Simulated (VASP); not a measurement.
Here is a VASP 6.6.1 calculation.

POSCAR

```
CsI
1.0
    4.7417044806      0.0000000000      0.0000000000
    0.0000000000      4.7417044806      0.0000000000
    0.0000000000      0.0000000000      4.7417044806
Cs I
1 1
Direct
    0.0000000000      0.0000000000      0.0000000000
    0.5000000000      0.5000000000      0.5000000000
```

Contents of INCAR.step1:

```
PREC = Accurate
ENCUT = 520
ISMEAR = -1
SIGMA = 0.02
LREAL = F
LASPH = T
NELM = 100
NBANDS = 15
GGA = PE
ALGO = Normal
EDIFF = 1E-4
LWAVE = T
LCHARG = F
```

Contents of INCAR.step2:

```
PREC = Accurate
ENCUT = 520
EDIFF = 1E-8
ISMEAR = -1
SIGMA = 0.02
LREAL = F
LASPH = T
NELM = 100
ALGO = Normal
ISIF = 2
LWAVE = F
LCHARG = F
METAGGA = R2SCAN
LMIXTAU = T
LEFG = T
NBANDS = 15
ISTART = 1
```

File KPOINTS:

```
regular mesh
0
Gamma
  7 7 7
```

Potentials or basis: VASP PAW PBE potentials, release 64 (Cs_sv, I).

The run is started by

```sh
$ cat potpaw_PBE.64/Cs_sv/POTCAR potpaw_PBE.64/I/POTCAR > POTCAR
$ cp INCAR.step1 INCAR
$ mpirun -np 1 vasp_std > vasp.out
$ cp INCAR.step2 INCAR
$ mpirun -np 1 vasp_std > vasp.out
```

Estimate the band gap on the k mesh.

4.23 eV, indirect (least direct gap 4.32 eV).

Predict the pressure.

-0.8 GPa.

Electric field gradients, principal values (V/Å²):
```
atom    Vxx    Vyy    Vzz
1 Cs  0.000  0.000  0.000
 2 I  0.000  0.000  0.000
```

Caveat: the PAW data sets were made with another functional, which shifts forces and pressure a little; spin-orbit coupling is left out, which moves the levels of the heavy elements; an odd mesh through Γ misses points on the zone boundary, where band edges often lie.
